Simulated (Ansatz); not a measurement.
Structure optimisation: germanium, ST12

Level of theory: DFT, PBE, plane waves (420 eV) with PAW, scalar-relativistic (Ansatz 0.2.0).

k-point mesh 3×3×3, Fermi-Dirac smearing 0.05 eV, no spin polarisation. Cell and atoms relax.

Starting structure:

```
CELL_PARAMETERS angstrom
5.93000 0.00000 0.00000
0.00000 5.93000 0.00000
0.00000 0.00000 6.98000
ATOMIC_POSITIONS crystal
Ge 0.09120 0.09120 0.00000
Ge 0.40880 0.59120 0.75000
Ge 0.90880 0.90880 0.50000
Ge 0.59120 0.40880 0.25000
Ge 0.17300 0.37840 0.24860
Ge 0.12160 0.67300 0.99860
Ge 0.82700 0.62160 0.74860
Ge 0.87840 0.32700 0.49860
Ge 0.67300 0.12160 0.00140
Ge 0.62160 0.82700 0.25140
Ge 0.32700 0.87840 0.50140
Ge 0.37840 0.17300 0.75140
```

Q: The pressure at the start is 3.9 GPa. By how much does the volume change?

A: From 20.45 to 21.46 Å³ per atom, 4.9 %. The final cell has a = 6.000 Å, c = 7.152 Å (c/a = 1.192).

Q: How much energy does the relaxation gain?

A: 17.9 meV per atom.

Path of the relaxation (the plane waves are chosen anew near the end, which can shift the energy a little):

```json
{"step": "0", "E − E(final) (meV/atom)": "17.88", "V (Å³/atom)": "20.454", "P (GPa)": "3.88", "max force (eV/Å)": "0.292"}
{"step": "1", "E − E(final) (meV/atom)": "0.79", "V (Å³/atom)": "21.432", "P (GPa)": "0.35", "max force (eV/Å)": "0.040"}
{"step": "2", "E − E(final) (meV/atom)": "0.21", "V (Å³/atom)": "21.447", "P (GPa)": "0.04", "max force (eV/Å)": "0.015"}
{"step": "3", "E − E(final) (meV/atom)": "0.20", "V (Å³/atom)": "21.451", "P (GPa)": "0.00", "max force (eV/Å)": "0.005"}
{"step": "4", "E − E(final) (meV/atom)": "0.19", "V (Å³/atom)": "21.457", "P (GPa)": "0.00", "max force (eV/Å)": "0.000"}
{"step": "5", "E − E(final) (meV/atom)": "0.00", "V (Å³/atom)": "21.457", "P (GPa)": "0.00", "max force (eV/Å)": "0.001"}
```
